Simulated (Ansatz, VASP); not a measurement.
Al2Co: VASP beside Ansatz

```
Al Co
1.0
     2.64581    0.00000    0.00000
    -1.32291    2.29134    0.00000
     0.00000    0.00000    7.80065
Al Co
2 1
Cartesian
  0.0000 0.0000 1.4146
  0.0000 0.0000 6.3861
  0.0000 0.0000 3.9003
```

Alike in both runs: functional PBE; k mesh 6 × 6 × 4; occupations gaussian, width 0.1 eV; collinear spin.

Ansatz relaxed the structure, and its values are those at the end. VASP's run is a single point on that final structure, the one shown.

|  | VASP | Ansatz |
| --- | --- | --- |
| version | VASP 6.6.1 | Ansatz 0.2.0 |
| potentials or method | VASP PAW PBE potentials, release 64 (Al, Co) | scalar-relativistic, plane waves, PAW |
| plane-wave cutoff (eV) | 520 | 420 |
| valence electrons in the cell | 15 | 23 |

VASP gave:

- gap on the k mesh at the Fermi level (eV): none
- pressure (GPa): -0.1
- rms of the force components (eV/Å): 0.003
- net moment per atom (μB): 0.55
- size of the moment on the site where the two differ most (μB): 1.51

Q: What did Ansatz give for the same quantities?

A: gap on the k mesh at the Fermi level (eV): none; pressure (GPa): 0.0; rms of the force components (eV/Å): 0.001; net moment per atom (μB): 0.55; size of the moment on the site where the two differ most (μB): 1.54.

Site moments also hang on the region over which each program counts them. A gap of «none» marks a metal or a gap that the smearing closes. The functional is the same, so the differences come from potentials, cutoffs and numerics. The two sets of potentials don't hold the same shells in valence.

Caveats: the k mesh is coarse (spacing up to 0.46 Å⁻¹), so the values aren't converged.
